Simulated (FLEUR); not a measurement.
# C under changes of volume

One of the cells (5.672 Å³/atom); the others are scaled copies at fixed shape and fractional positions:

```
CELL_PARAMETERS angstrom
0.00000 1.78337 1.78337
1.78337 0.00000 1.78337
1.78337 1.78337 0.00000
ATOMIC_POSITIONS crystal
C 0.75000 0.75000 0.75000
C 0.50000 0.50000 0.50000
```

This isn't the form of C at room conditions, which is graphite.

- Program: FLEUR MaX-R8.1 (later development tree)
- Functional: PBEsol
- Potentials or basis: all-electron
- Basis: FLAPW
- Kmax: 5.5 1/bohr
- k mesh: 13 × 13 × 13
- Occupations: fermi-dirac, width 0.05 eV
- Spin: no spin polarisation

| volume (Å³/atom) | energy over the lowest point (meV/atom) | gap on the mesh (eV) |
| --- | --- | --- |
| 5.332 | 20.54 | 4.15 |
| 5.445 | 6.57 | 4.11 |
| 5.558 | 0.00 | 4.06 |
| 5.672 | 0.22 | 4.01 |
| 5.785 | ? | ? |
| 5.899 | 18.41 | 3.93 |
| 6.012 | 35.41 | 3.89 |

Task: What does the run at 5.785 Å³/atom give?

Result: Energy over the lowest point 6.54 meV/atom; gap on the mesh 3.97 eV.

Worked out: A Birch-Murnaghan fit of order 3 (a polynomial in V^(-2/3)) to the other rows has its minimum at 5.61 Å³/atom with B0 = V·E''(V) = 451 GPa and B' = 3.7. It gives 6.47 meV/atom at 5.785 Å³/atom, against the run's 6.54. A straight line through the other rows of the gap, of slope -2.19 eV per unit of ln V, gives 3.97 eV, against the run's 3.97.

Energies are extrapolated to zero smearing.

Caveats: an odd mesh through Γ misses points on the zone boundary, where band edges often lie.
